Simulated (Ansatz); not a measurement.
**Structures of Zr₂C: which is lowest?**

Plane-wave DFT in Ansatz with scalar-relativistic PAW potentials, cutoff 420 eV, Γ-centred meshes chosen by cell and gap, Gaussian smearing with energies taken to zero width. Every cell was relaxed (cell and atoms) in a run of its own, within the symmetry of its start. Functional: PBEsol.

Relaxed structures (starts from databases or built by putting these elements on another compound's sites):
A. R-3m, 3 atoms in the computed cell, a = 3.302 Å, c = 15.981 Å; sites (symmetry × multiplicity) Zr 3m × 6, C -3m × 3; start: built
B. I4/mcm, 6 atoms in the computed cell, a = 5.881 Å, c = 5.113 Å; sites (symmetry × multiplicity) Zr m.2m × 8, C 422 × 4; start: built

Task: Rank them by energy. Could pressure change the order?

Result:
```tsv
structure	group	E − E(lowest) (meV/atom)	V (Å³/atom)	gap on mesh (eV)
A	R-3m	0.0	16.76	0.00
B	I4/mcm	407	14.74	0.00
```

A is lowest, 407 meV/atom under B. B is denser by 2.03 Å³/atom, so pressure favours it: ΔE/ΔV, with ΔE in eV and 1 eV/Å³ = 160.2 GPa, gives about 32 GPa for equal enthalpy if both cells were rigid; at such pressures compression changes ΔV much, so this is a scale only. Other structures may lie lower than all of these, and vibrations aren't counted.